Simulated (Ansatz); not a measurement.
# TiCo: the cost of one run

All numbers below are computed with Ansatz 0.2.0 (DFT PBE, scalar-relativistic, plane waves, PAW).

3 further runs of the same task are left out: 1 that didn't finish, 2 set aside as unsound or not needed.

## 1. The starting structure

The cell holds 16 atoms (Co8Ti8): a = 6.212 Å, b = 6.332 Å, c = 6.284 Å, α = 92.24°, β = 88.95°, γ = 90.44°.

It is the last frame of an earlier stage of the same melt, run at 2780 K.

Coordinates:

```
Ti Co
1.0
     6.21194   -0.02379    0.05716
    -0.02379    6.33092   -0.12341
     0.05716   -0.12341    6.28278
Ti Co
8 8
Direct
  0.02255 0.30851 0.88019
  0.20239 0.57193 0.25624
  0.02633 0.96511 0.13151
  0.25987 0.20881 0.48001
  0.56119 0.53906 0.89829
  0.57601 0.94052 0.12309
  0.75425 0.81757 0.65895
  0.70094 0.22081 0.54840
  0.30454 0.83140 0.44561
  0.82352 0.64193 0.09452
  0.93797 0.68243 0.48166
  0.45769 0.27888 0.10948
  0.27629 0.02915 0.80123
  0.92389 0.31552 0.33211
  0.19293 0.65732 0.88152
  0.56529 0.53896 0.35558
```

## 2. The last frame at 2780 K on a finer mesh

The electrons keep the Fermi-Dirac width of that temperature.

File input.yaml:

```yaml
crystal:
  lattice:
    - [6.211936, -0.023787, 0.057159]
    - [-0.023787, 6.330915, -0.123412]
    - [0.057159, -0.123412, 6.282785]
  atoms:
    - { symbol: Ti, position: [0.0225479699, 0.3085122284, 0.8801936623] }
    - { symbol: Ti, position: [0.20238623, 0.5719308675, 0.2562363052] }
    - { symbol: Ti, position: [0.0263335457, 0.9651114659, 0.1315094886] }
    - { symbol: Ti, position: [0.2598691826, 0.2088088953, 0.480011269] }
    - { symbol: Ti, position: [0.5611851951, 0.5390561409, 0.8982857774] }
    - { symbol: Ti, position: [0.5760087123, 0.9405210732, 0.1230927132] }
    - { symbol: Ti, position: [0.7542499251, 0.8175725007, 0.6589480005] }
    - { symbol: Ti, position: [0.700936245, 0.2208116881, 0.548396292] }
    - { symbol: Co, position: [0.3045429768, 0.8314002272, 0.4456104293] }
    - { symbol: Co, position: [0.823521384, 0.6419347404, 0.0945185232] }
    - { symbol: Co, position: [0.9379701825, 0.6824281616, 0.4816592712] }
    - { symbol: Co, position: [0.457686054, 0.2788801102, 0.1094797683] }
    - { symbol: Co, position: [0.2762866438, 0.0291471699, 0.8012287698] }
    - { symbol: Co, position: [0.9238914493, 0.3155191361, 0.3321096675] }
    - { symbol: Co, position: [0.1929295084, 0.6573199955, 0.8815246927] }
    - { symbol: Co, position: [0.565288287, 0.538957369, 0.3555815546] }
basis:
  ecutwfc: 420
kpoints:
  mp_grid: { grid: [4, 4, 4] }
hamiltonian:
  xc: pbe
scf:
  occupations: { method: fermi_dirac, width: 0.2396 }
output:
  forces: true
  stress: true
  eigenvalues: true
  populations: true
  write_density: true
  write_potential: true
  elf: true
  volumetric_format: npy
```

Run with:

```bash
$ ansatz run input.yaml --threads 2 --pin off --max-ram 5120MiB --backend cpu --events-out ev --progress --plain --runs-dir out
```

Q: Estimate wall time and peak memory on 2 threads of Arm Neoverse N1, shared host.

About 4 min, with a peak of 1.3 GiB.
